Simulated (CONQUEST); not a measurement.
CdSe under changes of volume

One of the cells (28.942 Å³/atom); the others are scaled copies at fixed shape and fractional positions:

```
Cd Se
1.0
     4.34202    0.00000    0.00000
     0.00000    4.34202    0.00000
     0.00000    0.00000    6.14054
Cd Se
2 2
Direct
  0.00000 0.00000 0.00000
  0.50000 0.50000 0.50000
  0.00000 0.50000 0.75000
  0.50000 0.00000 0.25000
```

Measurements of this composition are mostly on another form, of space group No. 186.

* Program: CONQUEST 1.3
* Functional: PBEsol
* Potentials or basis: PseudoDojo NC PBEsol, DZP, grid of 48 × 48 × 60 points
* k mesh: 6 × 6 × 5
* Occupations: fermi-dirac, width 0.05 eV
* Spin: no spin polarisation

```csv
volume (Å³/atom),energy over the lowest point (meV/atom),pressure (GPa),gap on the mesh (eV)
27.206,10.58,2.7,0.76
27.784,3.14,1.4,0.71
28.363,0.00,0.3,0.66
28.942,?,?,?
29.521,5.20,-1.7,0.56
30.100,12.61,-2.4,0.52
30.679,22.75,-3.2,0.47
```

Task: What does the run at 28.942 Å³/atom give?

Result: Energy over the lowest point 0.76 meV/atom; pressure -0.7 GPa; gap on the mesh 0.61 eV.

Worked out: A Birch-Murnaghan fit of order 3 (a polynomial in V^(-2/3)) to the other rows has its minimum at 28.52 Å³/atom with B0 = V·E''(V) = 52 GPa and B' = 4.9. It gives 0.87 meV/atom at 28.942 Å³/atom, against the run's 0.76, and -dE/dV = -0.7 GPa, against -0.7. A straight line through the other rows of the gap, of slope -2.41 eV per unit of ln V, gives 0.61 eV, against the run's 0.61.

Energies are extrapolated to zero smearing.

Caveats: an odd mesh through Γ misses points on the zone boundary, where band edges often lie; the basis of atomic orbitals isn't converged, which shifts pressures, moduli and gaps; the real-space grid breaks the cell's symmetry a little (some runs). Spin-orbit coupling on Cd, Se is left out.
